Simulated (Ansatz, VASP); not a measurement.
Two plane-wave programs on BP

Contents of POSCAR:

```
BP
1.0
    0.0000000000      2.2456325122      2.2775840145
    2.2456325122      0.0000000000      2.2775840145
    2.2456325122      2.2456325122      0.0000000000
B P
1 1
Direct
    0.0000000000      0.0000000000      0.0000000000
    0.2500000000      0.2500000000      0.2500000000
```

Contents of INCAR.step1:

```
ALGO = Normal
EDIFF = 1E-4
ENCUT = 520
GGA = PE
ISMEAR = 0
LASPH = True
LCHARG = False
LREAL = False
LWAVE = True
NBANDS = 11
NELM = 100
PREC = Accurate
SIGMA = 0.01
```

File INCAR.step2:

```
ALGO = Normal
EDIFF = 1E-6
ENCUT = 520
ISIF = 2
ISMEAR = 0
ISTART = 1
LASPH = True
LCHARG = True
LELF = True
LMIXTAU = True
LREAL = False
LVHAR = True
LWAVE = False
METAGGA = R2SCAN
NBANDS = 11
NELM = 100
PREC = Accurate
SIGMA = 0.01
```

The input KPOINTS:

```
k-points
0
Gamma
  10 10 10
```

Input for Ansatz:

```yaml
crystal:
  lattice:
    - [0.0, 2.2456325122, 2.2775840145]
    - [2.2456325122, 0.0, 2.2775840145]
    - [2.2456325122, 2.2456325122, 0.0]
  atoms:
    - { symbol: B, position: [0.0, 0.0, 0.0] }
    - { symbol: P, position: [0.25, 0.25, 0.25] }
kpoints:
  mp_grid: { grid: [10, 10, 10] }
  band_path:
    path:
      - [0.0, 0.0, 0.0]
      - [-0.5, -0.5, 0.0]
      - [-0.375, -0.375, 0.25]
      - [-0.375, 0.0, 0.375]
      - [0.0, 0.0, 0.5]
      - [-0.5, -0.25, 0.25]
      - [0.0, 0.414062, 0.414062]
    npoints: 1
hamiltonian:
  xc: r2scan
scf:
  occupations: { method: fixed }
  n_extra_bands: 4
output:
  forces: true
  stress: true
  eigenvalues: true
```

Change from the starting cell: epitaxial_xy strain -1.0%.

Alike in both runs: task single point; functional r2SCAN; k mesh 10 × 10 × 10; no spin polarisation.

```csv
,VASP,Ansatz
version,VASP 6.6.1,Ansatz 0.2.0
potentials or method,"VASP PAW PBE potentials, release 64 (B, P)","plane waves, PAW"
plane-wave cutoff (eV),520,500
occupations,"gaussian, width 0.01 eV",fixed
valence electrons in the cell,8,8
```

Ansatz gave:

| Property | Result |
| --- | --- |
| gap on the k mesh at the Fermi level (eV) | 1.28 |
| pressure (GPa) | 2.8 |
| largest component of the traceless stress (GPa) | 2.80 |

Task: Estimate VASP's values.

Result: gap on the k mesh at the Fermi level (eV): 1.31; pressure (GPa): 2.3; largest component of the traceless stress (GPa): 2.82.

Caveats: the PAW data sets were made with another functional, which shifts forces and pressure a little (VASP). A k mesh can miss the band edges.
